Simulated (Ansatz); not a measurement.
**MgTe (wurtzite): exact exchange against the cheap answer (a further series)**

How far do hybrid functionals move MgTe (wurtzite) from its cheap description, and at what price?

Program: Ansatz 0.2.0. Level of theory: DFT at several levels, plane waves, PAW. These are calculated values, not measurements.

## Step 1: Starting point

Symmetry: P6_3mc, No. 186, hexagonal system. The conventional cell has a = 4.532 Å, b = 4.532 Å, c = 7.422 Å, α = 90.00°, β = 90.00°, γ = 120.00°. Around Mg (site symmetry 3m) lie 4 Te at 2.78 Å. Te (site symmetry 3m) is surrounded by 4 Mg at 2.78 Å.

Structure file:

```xyz
4
Lattice="4.5317 0.0000 0.0000 -2.2659 3.9246 0.0000 0.0000 0.0000 7.4220" Properties=species:S:1:pos:R:3 pbc="T T T"
Mg    2.2659    1.3082    0.0000
Mg    0.0000    2.6164    3.7110
Te    2.2659    1.3082    4.6402
Te    0.0000    2.6164    0.9292
```

An earlier run on this cell at PBE gave 1.64 GPa at 33.001 Å³/atom (6×6×4 mesh), gap on the mesh 2.56 eV.

The cell stays fixed from here on.

Levels to run, all on a 4×4×2 mesh: revPBE0; HSE06 form (fraction 0.35, screening 0.1 Å⁻¹); PBE0 form (fraction 0.1); LC-ωPBE. Hardware: 4 threads of Arm Neoverse V2, shared host.

An earlier series ran PBE on this mesh: volume 33.001 Å³/atom, pressure 1.69 GPa, gap on the mesh 2.56 eV.

## Step 2: revPBE0

input.yaml reads:

```yaml
crystal:
  lattice:
    - [4.5317478163, 0.0, 0.0]
    - [-2.2658739082, 3.9246087325, 0.0]
    - [0.0, 0.0, 7.4219566154]
  atoms:
    - { symbol: Mg, position: [0.6666666667, 0.3333333333, 0.0] }
    - { symbol: Mg, position: [0.3333333333, 0.6666666667, 0.5] }
    - { symbol: Te, position: [0.6666666667, 0.3333333333, 0.6252] }
    - { symbol: Te, position: [0.3333333333, 0.6666666667, 0.1252] }
basis:
  ecutwfc: 420
  ecutrho_ratio: 4
kpoints:
  mp_grid: { grid: [4, 4, 2] }
hamiltonian:
  xc: revpbe0
scf:
  occupations: { method: gaussian, width: 0.05 }
  n_extra_bands: 13
output:
  forces: true
  stress: true
  eigenvalues: true
  populations: true
  dos: { projected: true, de: 0.02 }
```

On the command line:

```bash
ansatz run input.yaml --threads 4 --pin off --max-ram 8192MiB --backend cpu --events-out ev --progress --plain --runs-dir out
```

Further steps of the session: HSE06 form (fraction 0.35, screening 0.1 Å⁻¹); PBE0 form (fraction 0.1); LC-ωPBE.

Q: Predict the outcome of this session. Wanted: for each run, exact exchange; change of gap; pressure.

**Answer**, as computed:

| level | exact exchange | gap on the mesh (eV) | change of gap (eV) | pressure (GPa) | wall time | CPU time |
| --- | --- | --- | --- | --- | --- | --- |
| PBE (earlier series) | 0.00 | 2.56 | 0 | 1.7 | 1 s | 3.5 s |
| revPBE0 | 0.25 | 4.22 | +1.66 | 1.7 | 14 s | 49 s |
| HSE06 form (fraction 0.35, screening 0.1 Å⁻¹) | 0.35 | 4.21 | +1.65 | 0.6 | 16 s | 57 s |
| PBE0 form (fraction 0.1) | 0.10 | 3.16 | +0.60 | 1.4 | 12 s | 42 s |
| LC-ωPBE | by range | 7.99 | +5.43 | -0.1 | 19 s | 63 s |

Changes count from PBE. Times are on 4 threads of Arm Neoverse V2, shared host; the hybrid runs also made densities of states.

Against 2.56 eV at PBE, the runs with exact exchange give 3.16 (PBE0 form (fraction 0.1)) to 7.99 eV (LC-ωPBE). The pressure spans -0.1 to 1.7 GPa, negative where a level wants a smaller cell on this coarse mesh, whose own error is in all of them. The median run with exact exchange took 15 times the CPU time of the cheap one. Gaps are over this coarse mesh alone, and total energies of different levels can't be compared. The program warned that the SCF threshold is loose for the stress of this hybrid run.

Spin-orbit coupling is left out, though the cell holds Te; it can move the gap.
